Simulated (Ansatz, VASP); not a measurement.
## One calculation of MgO, two programs

POSCAR

```
MgO
1.0
    2.6233491278      0.0582383506      0.0000000000
    0.0582383506      2.6233491278      0.0000000000
    0.0000000000      0.0000000000      2.6233491278
Mg O
1 1
Direct
    0.0000000000      0.0000000000      0.0000000000
    0.5000000000      0.5000000000      0.5000000000
```

The input INCAR.step1:

```
SYSTEM = MgO
PREC     = Accurate       ! precision mode
ENCUT    = 520            ! plane-wave cutoff, eV
ISMEAR   = 0              ! smearing method
SIGMA    = 0.01           ! smearing width, eV
LREAL    = .False.        ! projectors in reciprocal space
LASPH    = .True.         ! aspherical terms in the spheres
NELM     = 80             ! most SCF steps
NBANDS   = 11             ! bands
GGA      = PE             ! functional
ALGO     = Normal         ! electronic algorithm
EDIFF    = 1E-4           ! SCF threshold, eV
LWAVE    = .True.         ! write WAVECAR
LCHARG   = .False.        ! write CHGCAR
```

Contents of INCAR.step2:

```
SYSTEM = MgO
PREC     = Accurate       ! precision mode
ENCUT    = 520            ! plane-wave cutoff, eV
EDIFF    = 1E-7           ! SCF threshold, eV
ISMEAR   = 0              ! smearing method
SIGMA    = 0.01           ! smearing width, eV
LREAL    = .False.        ! projectors in reciprocal space
LASPH    = .True.         ! aspherical terms in the spheres
NELM     = 80             ! most SCF steps
ALGO     = Normal         ! electronic algorithm
ISIF     = 2              ! what is computed and relaxed
LWAVE    = .False.        ! write WAVECAR
LCHARG   = .False.        ! write CHGCAR
METAGGA  = R2SCAN         ! meta-GGA
LMIXTAU  = .True.       
NBANDS   = 11             ! bands
ISTART   = 1
```

File KPOINTS:

```
Automatic mesh
0
Gamma
  10 10 10
  0 0 0
```

Input for Ansatz:

```yaml
crystal:
  lattice:
    - [2.6233491278, 0.0582383506, 0.0]
    - [0.0582383506, 2.6233491278, 0.0]
    - [0.0, 0.0, 2.6233491278]
  atoms:
    - { symbol: Mg, position: [0.0, 0.0, 0.0] }
    - { symbol: O, position: [0.5, 0.5, 0.5] }
kpoints:
  mp_grid: { grid: [10, 10, 10] }
  band_path:
    path: [[0.0, 0.0, 0.0], [0.0, 0.5, 0.0], [0.5, 0.5, 0.0], [0.5, 0.5, 0.5]]
    npoints: 1
hamiltonian:
  xc: r2scan
scf:
  occupations: { method: fixed }
  n_extra_bands: 4
output:
  forces: true
  stress: true
  eigenvalues: true
```

Change from the starting cell: shear_xy strain +4.4%.

Alike in both runs: task single point; functional r2SCAN; k mesh 10 × 10 × 10; no spin polarisation.

|  | VASP | Ansatz |
| --- | --- | --- |
| version | VASP 6.6.1 | Ansatz 0.2.0 |
| potentials or method | VASP PAW PBE potentials, release 64 (Mg, O) | plane waves, PAW |
| plane-wave cutoff (eV) | 520 | 500 |
| occupations | gaussian, width 0.01 eV | fixed |
| valence electrons in the cell | 8 | 16 |

```csv
,VASP,Ansatz,Ansatz less VASP
gap on the k mesh at the Fermi level (eV),3.47,3.51,+0.041
pressure (GPa),-1.0,0.2,+1.20
largest component of the traceless stress (GPa),2.77,2.71,-0.065
```

The two sets of potentials don't hold the same shells in valence.

Caveats: the PAW data sets were made with another functional, which shifts forces and pressure a little (VASP). A k mesh can miss the band edges.
